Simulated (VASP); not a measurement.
# MgO (P-6m2) in VASP: a series of runs

Runs on MgO. Level: PBE. Tasks: dielectric tensor.

Everything below comes from runs of VASP 6.6.1. Logs are shortened: lines on timing, memory, paths and dates and some standing lists are left out, and cuts for length are marked.

**1. The structure**

Symmetry: P-6m2, No. 187, hexagonal system. Conventional cell: a = 2.938 Å, b = 2.938 Å, c = 2.680 Å, α = 90.00°, β = 90.00°, γ = 120.00°. Mg (site symmetry -6m2) has 6 O at 2.16 Å as nearest neighbours. O (site symmetry -6m2) is surrounded by 6 Mg at 2.16 Å.

Measurements of this composition are mostly on another form, of space group No. 225.

**2. Dielectric tensor, PBE**

Contents of INCAR:

```
SYSTEM = MgO
ALGO = Normal
EDIFF = 1E-8
ENCUT = 400
GGA = PE
ISIF = 2
ISMEAR = 0
LASPH = .True.
LCHARG = .False.
LEPSILON = .True.
LREAL = .False.
LWAVE = .False.
NELM = 100
PREC = Accurate
SIGMA = 0.01
```

Contents of KPOINTS:

```
k-points
0
Gamma
  4 4 4
  0 0 0
```

Contents of POSCAR:

```
MgO
1.0
    2.9380209034      0.0000000000      0.0000000000
   -1.4690104517      2.5444007392      0.0000000000
    0.0000000000      0.0000000000      2.6796800000
Mg O
1 1
Direct
    0.0000000000      0.0000000000      0.0000000000
    0.3333333333      0.6666666667      0.5000000000
```

Potentials or basis: VASP PAW PBE potentials, release 64 (Mg, O).

Started as:

```console
cat potpaw_PBE.64/Mg/POTCAR potpaw_PBE.64/O/POTCAR > POTCAR
mpirun -np 1 vasp_std > vasp.out
```

OUTCAR:

```text
SYSTEM = MgO
   EDIFF = 1E-8
   ENCUT = 400
   GGA = PE
   ISIF = 2
   ISMEAR = 0
   LASPH = .True.
   LEPSILON = .True.
   LREAL = .False.
   NELM = 100
   PREC = Accurate

 Found     12 irreducible k-points:

 Following reciprocal coordinates:
            Coordinates               Weight
  0.000000  0.000000  0.000000      1.000000
  0.250000  0.000000  0.000000      6.000000
  0.500000  0.000000  0.000000      3.000000
  0.250000  0.250000  0.000000      6.000000
  0.000000  0.000000  0.250000      2.000000
  0.250000  0.000000  0.250000     12.000000
   k-points           NKPTS =     12   k-points in BZ     NKDIM =     12   number of bands    NBANDS=      8
   number of dos      NEDOS =    301   number of ions     NIONS =      2
   total plane-waves  NPLWV =   7200
   dimension x,y,z NGX =    20 NGY =   20 NGZ =   18
   dimension x,y,z NGXF=    40 NGYF=   40 NGZF=   36
   ions per type =               1   1
   NGX,Y,Z   is equivalent  to a cutoff of  11.32, 11.32, 11.17 a.u.
   NGXF,Y,Z  is equivalent  to a cutoff of  22.63, 22.63, 22.33 a.u.
 SYSTEM =  MgO
   PREC   = accura    normal or accurate (medium, high low for compatibility)
   ISTART =      0    job   : 0-new  1-cont  2-samecut
   ICHARG =      2    charge: 1-file 2-atom 10-const
   ISPIN  =      1    spin polarized calculation?
   LNONCOLLINEAR =      F non collinear calculations
   LSORBIT =      F    spin-orbit coupling
   LASPH  =      T    aspherical Exc in radial PAW
   ENCUT  =  400.0 eV  29.40 Ry    5.42 a.u.   4.79  4.79  4.37*2*pi/ulx,y,z
   NELM   =    100;   NELMIN=  2; NELMDL= -5     # of ELM steps
   EDIFF  = 0.1E-07   stopping-criterion for ELM
   LREAL  =      F    real-space projection
   EDIFFG = 0.1E-06   stopping-criterion for IOM
   NSW    =      0    number of steps for IOM
   IBRION =     -1    ionic relax: 0-MD 1-quasi-New 2-CG
   NFREE  =      0    steps in history (QN), initial steepest desc. (CG)
   ISIF   =      2    stress and relaxation
   ISYM   =      2    0-nonsym 1-usesym 2-fastsym
   POTIM  = 0.5000    time-step for ionic-motion
   TEBEG  =    0.0;   TEEND  =   0.0 temperature during run
   PSTRESS=    0.0 pullay stress
   NELECT =       8.0000    total number of electrons
   NUPDOWN=      -1.0000    fix difference up-down
   EMIN   =  10.00;   EMAX   =-10.00  energy-range for DOS
   EFERMI =   0.00;   METHOD = LEGACY
   ISMEAR =     0;   SIGMA  =   0.01  broadening in eV -4-tet -1-fermi 0-gaus
   EFERMI_NEDOS =   21; number of points for ismear=-14 and -15
   IALGO  =     38    algorithm
   IMIX   =      4    mixing-type and parameters
     AMIX     =   0.40;   BMIX     =  1.00
     AMIX_MAG =   1.60;   BMIX_MAG =  1.00
  volume/ion in A,a.u.               =      10.02        67.59
  Fermi-wavevector in a.u.,A,eV,Ry     =   1.205583  2.278221 19.775115  1.453430
  Thomas-Fermi vector in A             =   2.341275
   LORBIT       =      0    0 simple, 1 ext, 2 COOP (PROOUT), +10 PAW based schemes
   GGA     = PE    functional components
   LHFCALC =     F    Hartree Fock is set to
   AEXX    =    0.0000 exact exchange contribution
   IVDW    =     0    specifies the selected vdW correction
   LEPSILON=     T    determine dielectric tensor
   LRPA    =     F    only Hartree local field effects (RPA)
 non-spin polarized calculation
 Gauss-broadening in eV      SIGMA  =   0.01
  energy-cutoff  :      400.00
  volume of cell :       20.03
 maximum number of plane-waves:       381
 NGX is ok and might be reduce to    20
   NGX =  9   NGY =  9   NGZ =  9

--------------------------------------- Ionic step        1  -------------------------------------------

 number of electron       7.9999992 magnetization

 E-fermi :   3.3926     XC(G=0): -10.7261

 val. band max:        3.2768451299   @ k =   0.5000   0.0000   0.0000
 cond. band min:       6.3092861543   @ k =   0.0000   0.0000   0.0000
 fundamental gap:      3.0324410244
 Fermi energy:         3.3925635328

 k-point     1 :       0.0000    0.0000    0.0000
  band No.  band energies     occupation
      1     -14.1137      2.00000
      2       2.7095      2.00000
      3       2.7095      2.00000
      4       2.9199      2.00000
      5       6.3093      0.00000
      6      15.1849      0.00000
      7      18.8753      0.00000
      8      18.8753      0.00000

 k-point     2 :       0.2500    0.0000    0.0000
  band No.  band energies     occupation
      1     -13.6315      2.00000
      2       0.1657      2.00000
      3       2.3401      2.00000
      4       3.0911      2.00000
      5       8.6805      0.00000
      6      14.3126      0.00000
      7      17.1297      0.00000
      8      20.1501      0.00000

 k-point     3 :       0.5000    0.0000    0.0000
  band No.  band energies     occupation
      1     -13.0769      2.00000
      2      -1.5632      2.00000
      3       2.0030      2.00000
      4       3.2768      2.00000
      5       9.9082      0.00000
      6      13.8685      0.00000
      7      16.4044      0.00000
      8      21.1284      0.00000

 k-point     4 :       0.2500    0.2500    0.0000
  band No.  band energies     occupation
      1     -13.0883      2.00000
      2      -0.8667      2.00000
      3       0.8352      2.00000
      4       3.2736      2.00000
      5      10.9854      0.00000
      6      13.7677      0.00000
      7      16.2676      0.00000
      8      21.3540      0.00000

 k-point     5 :       0.0000    0.0000    0.2500
  band No.  band energies     occupation
      1     -13.6209      2.00000
      2      -0.0180      2.00000
      3       2.9614      2.00000
      4       2.9614      2.00000
      5       8.6162      0.00000
      6      14.9692      0.00000
      7      19.6570      0.00000
      8      19.6570      0.00000

 k-point     6 :       0.2500    0.0000    0.2500
  band No.  band energies     occupation
      1     -13.2009      2.00000
      2       0.2462      2.00000
      3       1.1054      2.00000
      4       2.5822      2.00000
      5      10.0009      0.00000
      6      14.4868      0.00000
      7      17.6114      0.00000
      8      19.9262      0.00000

 [... further k-points ...]

  FORCE on cell =-STRESS in cart. coord.  units (eV):
  Direction    XX          YY          ZZ          XY          YZ          ZX
  --------------------------------------------------------------------------------------
  -------------------------------------------------------------------------------------
  Total       -0.6808011     -0.6808011     -0.6827254      0.0000000      0.0000000      0.0000000
  in kB      -54.4512052    -54.4512052    -54.6051173      0.0000000      0.0000000      0.0000000
  external PRESSURE =     -54.5025092 kB  Pullay stress =       0.0000000 kB

 VOLUME and BASIS-vectors are now :
 -----------------------------------------------------------------------------
  energy-cutoff  :      400.00
  volume of cell :       20.03
      direct lattice vectors                 reciprocal lattice vectors
     2.938020903  0.000000000  0.000000000     0.340365175  0.196509926  0.000000000
    -1.469010452  2.544400739  0.000000000     0.000000000  0.393019851  0.000000000
     0.000000000  0.000000000  2.679680000     0.000000000  0.000000000  0.373178887

 POSITION                                       TOTAL-FORCE (eV/Angst)
 -----------------------------------------------------------------------------------
      0.00000      0.00000      0.00000        -0.000000      0.000000      0.000000
     -0.00000      1.69627      1.33984         0.000000      0.000000      0.000000
 -----------------------------------------------------------------------------------
    total drift:                                0.000000     -0.000000     -0.000000

  FREE ENERGIE OF THE ION-ELECTRON SYSTEM (eV)
  ---------------------------------------------------
  free  energy   TOTEN  =       -11.2293046709 eV

  energy  without entropy=      -11.2293046709  energy(sigma->0) =      -11.22930467

 HEAD OF MICROSCOPIC STATIC DIELECTRIC TENSOR (INDEPENDENT PARTICLE, excluding Hartree and local field effects)
 ------------------------------------------------------
           3.882519     0.000000    -0.000000
           0.000000     3.882519     0.000000
           0.000000     0.000000     4.183003
 ------------------------------------------------------

 Free energy of the ion-electron system (eV)
  ---------------------------------------------------
  ---------------------------------------------------
  free energy    TOTEN  =        -0.17016178 eV

  energy without entropy =       -0.17016178

------------------------ aborting loop because EDIFF is reached ----------------------------------------

--------------------------------------- Ionic step        2  -------------------------------------------

------------------------ aborting loop because EDIFF is reached ----------------------------------------

--------------------------------------- Ionic step        3  -------------------------------------------

 Free energy of the ion-electron system (eV)
  ---------------------------------------------------
  ---------------------------------------------------
  free energy    TOTEN  =        -0.18623614 eV

  energy without entropy =       -0.18623614

------------------------ aborting loop because EDIFF is reached ----------------------------------------

 PIEZOELECTRIC TENSOR FIELD DIRECTION 3  (e Angst)
 -----------------------------------------------------------------------------
    -0.00014 -0.00000  0.00000           (  0.00001 -0.00000  0.00000)
    -0.00000 -0.00014 -0.00000           ( -0.00000  0.00001  0.00000)
     0.00000 -0.00000  0.00034           (  0.00000  0.00000 -0.00001)

 PIEZOELECTRIC TENSOR FIELD DIRECTION 3  (C/m^2)
 -----------------------------------------------------------------------------
    -0.00011 -0.00000  0.00000
    -0.00000 -0.00011 -0.00000
     0.00000 -0.00000  0.00027

 MACROSCOPIC STATIC DIELECTRIC TENSOR (including local field effects in DFT)
 ------------------------------------------------------
           3.795878    -0.000000     0.000000
          -0.000000     3.795878     0.000000
           0.000000     0.000000     4.069699
 ------------------------------------------------------

 PIEZOELECTRIC TENSOR (including local field effects)  for field in x, y, z        (e  Angst)
          XX          YY          ZZ          XY          YZ          ZX
  --------------------------------------------------------------------------------
  x     0.00000     0.00000     0.00000     0.32472     0.00000     0.00000
  y     0.32472    -0.32472    -0.00000     0.00000     0.00000     0.00000
  z     0.00000     0.00000     0.00000     0.00000     0.00000     0.00000

 PIEZOELECTRIC TENSOR (including local field effects)  for field in x, y, z        (C/m^2)
          XX          YY          ZZ          XY          YZ          ZX
  --------------------------------------------------------------------------------
  x     0.00000     0.00000     0.00000     0.25972     0.00000     0.00000
  y     0.25972    -0.25972    -0.00000     0.00000     0.00000     0.00000
  z     0.00000     0.00000     0.00000     0.00000     0.00000     0.00000

 BORN EFFECTIVE CHARGES (including local field effects) (in |e|, cummulative output)
 ---------------------------------------------------------------------------------
 ion    1
    1     2.03364    -0.00000     0.00000
    2     0.00000     2.03364     0.00000
    3    -0.00000     0.00000     2.18820
 ion    2
    1    -2.03364     0.00000     0.00000
    2    -0.00000    -2.03364     0.00000
    3     0.00000     0.00000    -2.18820
```

Run time: 12 s. Hardware: 1 thread of Intel Xeon 6975P-C (Granite Rapids), shared host; peak memory 0.13 GiB.

The run converged, but some of its settings lie outside the range that counts as converged, so its numbers aren't taken as properties of the crystal.

Results:

```yaml
Band_gap_on_the_k_mesh: 3.03 eV, indirect (least direct gap 3.39 eV)
Electronic_dielectric_tensor_diagonal: 3.80, 3.80, 4.07
Born_charges_mean_of_the_diagonal: Mg +2.09; O -2.09 e
```

Caveat: the k mesh is coarse (spacing up to 0.62 Å⁻¹), so the values aren't converged; the cutoff is under 1.25 times the usual one of these potentials, so pressure, stress and relaxed cells hold a basis-set (Pulay) error.

**3. Dielectric tensor, PBE**

Edit INCAR of step 2 so:

```diff
@@ -3,3 +3,3 @@
 EDIFF = 1E-8
-ENCUT = 400
+ENCUT = 500
 GGA = PE
```

KPOINTS is that of step 2.

POSCAR is that of step 2.

Potentials or basis: VASP PAW PBE potentials, release 64 (Mg, O).

Started as:

```console
cat potpaw_PBE.64/Mg/POTCAR potpaw_PBE.64/O/POTCAR > POTCAR
mpirun -np 1 vasp_std > vasp.out
```

OUTCAR:

```text
SYSTEM = MgO
   EDIFF = 1E-8
   ENCUT = 500
   GGA = PE
   ISIF = 2
   ISMEAR = 0
   LASPH = .True.
   LEPSILON = .True.
   LREAL = .False.
   NELM = 100
   PREC = Accurate

 Found     12 irreducible k-points:

 Following reciprocal coordinates:
            Coordinates               Weight
  0.000000  0.000000  0.000000      1.000000
  0.250000  0.000000  0.000000      6.000000
  0.500000  0.000000  0.000000      3.000000
  0.250000  0.250000  0.000000      6.000000
  0.000000  0.000000  0.250000      2.000000
  0.250000  0.000000  0.250000     12.000000
   k-points           NKPTS =     12   k-points in BZ     NKDIM =     12   number of bands    NBANDS=      8
   number of dos      NEDOS =    301   number of ions     NIONS =      2
   total plane-waves  NPLWV =  11520
[... 204 lines left out ...]
    -0.00011 -0.00000  0.00000
     0.00000 -0.00011 -0.00000
     0.00000  0.00000  0.00026

 MACROSCOPIC STATIC DIELECTRIC TENSOR (including local field effects in DFT)
 ------------------------------------------------------
           3.812337    -0.000000     0.000000
           0.000000     3.812337     0.000000
           0.000000     0.000000     4.082895
 ------------------------------------------------------

 PIEZOELECTRIC TENSOR (including local field effects)  for field in x, y, z        (e  Angst)
          XX          YY          ZZ          XY          YZ          ZX
  --------------------------------------------------------------------------------
  x     0.00000    -0.00000     0.00000     0.32418     0.00000     0.00000
  y     0.32418    -0.32418     0.00000     0.00000     0.00000     0.00000
  z     0.00000     0.00000     0.00000     0.00000     0.00000     0.00000

 PIEZOELECTRIC TENSOR (including local field effects)  for field in x, y, z        (C/m^2)
          XX          YY          ZZ          XY          YZ          ZX
  --------------------------------------------------------------------------------
  x     0.00000    -0.00000     0.00000     0.25928     0.00000     0.00000
  y     0.25928    -0.25928     0.00000     0.00000     0.00000     0.00000
  z     0.00000     0.00000     0.00000     0.00000     0.00000     0.00000

 BORN EFFECTIVE CHARGES (including local field effects) (in |e|, cummulative output)
 ---------------------------------------------------------------------------------
 ion    1
    1     2.03751     0.00000     0.00000
    2    -0.00000     2.03751     0.00000
    3     0.00000     0.00000     2.19253
 ion    2
    1    -2.03751     0.00000     0.00000
    2     0.00000    -2.03751     0.00000
    3     0.00000     0.00000    -2.19253
```

OSZICAR:

```text
[... 16 lines left out ...]
RMM:   1    -0.167462032947E+00   -0.16746E+00   -0.68580E-01   403   0.204E+00
RMM:   2    -0.176932431864E+00   -0.94704E-02   -0.20911E-03   322   0.294E-01    0.658E-01
RMM:   3    -0.175095624681E+00    0.18368E-02   -0.15435E-03   300   0.378E-01    0.391E-01
RMM:   4    -0.186061324211E+00   -0.10966E-01   -0.33044E-03   297   0.564E-01    0.331E-02
RMM:   5    -0.186953391551E+00   -0.89207E-03   -0.45434E-05   334   0.744E-02    0.584E-03
RMM:   6    -0.187046277069E+00   -0.92886E-04   -0.64969E-07   334   0.753E-03    0.183E-03
RMM:   7    -0.187076474452E+00   -0.30197E-04   -0.18164E-07   321   0.365E-03    0.248E-04
RMM:   8    -0.187071248055E+00    0.52264E-05   -0.70857E-09   336   0.818E-04    0.164E-04
RMM:   9    -0.187074751408E+00   -0.35034E-05   -0.23831E-09   313   0.420E-04    0.790E-06
```

stdout:

```text
POSCAR found type information on POSCAR MgO
 POSCAR found :  2 types and       2 ions
 scaLAPACK will be used
 LDA part: xc-table for (Slater+PW92), standard interpolation
 POSCAR, INCAR and KPOINTS ok, starting setup
 FFT: planning ... GRIDC
 FFT: planning ... GRID_SOFT
 FFT: planning ... GRID
 WAVECAR not read
 entering main loop
 Linear response reoptimize wavefunctions to high precision
 Linear response G [H, r] |phi>, progress :
  Direction:   1
 Linear response G [H, r] |phi>, progress :
  Direction:   2
 Linear response G [H, r] |phi>, progress :
  Direction:   3
 Linear response to external field (no local field effect), progress :
  Direction:   1
 dielectric tensor                  component  1 :     3.437    -0.694    -0.122
 Linear response to external field (no local field effect), progress :
  Direction:   2
 dielectric tensor                  component  2 :    -0.694     4.362    -0.118
 Linear response to external field (no local field effect), progress :
  Direction:   3
 dielectric tensor                  component  3 :    -0.123    -0.118     4.197
 Linear response to external field, progress :
  Direction:   1
 dielectric tensor                  component  1 :     3.812    -0.000     0.027
 Linear response to external field, progress :
  Direction:   2
 dielectric tensor                  component  2 :    -0.464     3.812    -0.108
 Linear response to external field, progress :
  Direction:   3
 dielectric tensor                  component  3 :    -0.080    -0.138     4.083
 Born effective charges drift removed
```

It took 13 s on 1 thread of Intel Xeon 6975P-C (Granite Rapids), shared host; peak memory 0.14 GiB.

These settings aren't checked as converged: the numbers below hold their error.

What came out:

| Property | Result |
| --- | --- |
| Band gap on the k mesh | 3.03 eV, indirect (least direct gap 3.38 eV) |
| Electronic dielectric tensor (diagonal) | 3.81, 3.81, 4.08 |
| Born charges (mean of the diagonal) | Mg +2.09; O -2.09 e |

Caveat: the k mesh is coarse (spacing up to 0.62 Å⁻¹), so the values aren't converged.

**4. The reference run**

An earlier run on the cell as given: functional PBE; potentials or basis VASP PAW PBE potentials, release 64 (Mg, O); cutoff 520 eV; k mesh 10 × 10 × 10; occupations fermi-dirac, width 0.05 eV; no spin polarisation.

* Pressure: -0.7 GPa
* Band gap on the k mesh: 3.01 eV, indirect (least direct gap 3.40 eV)
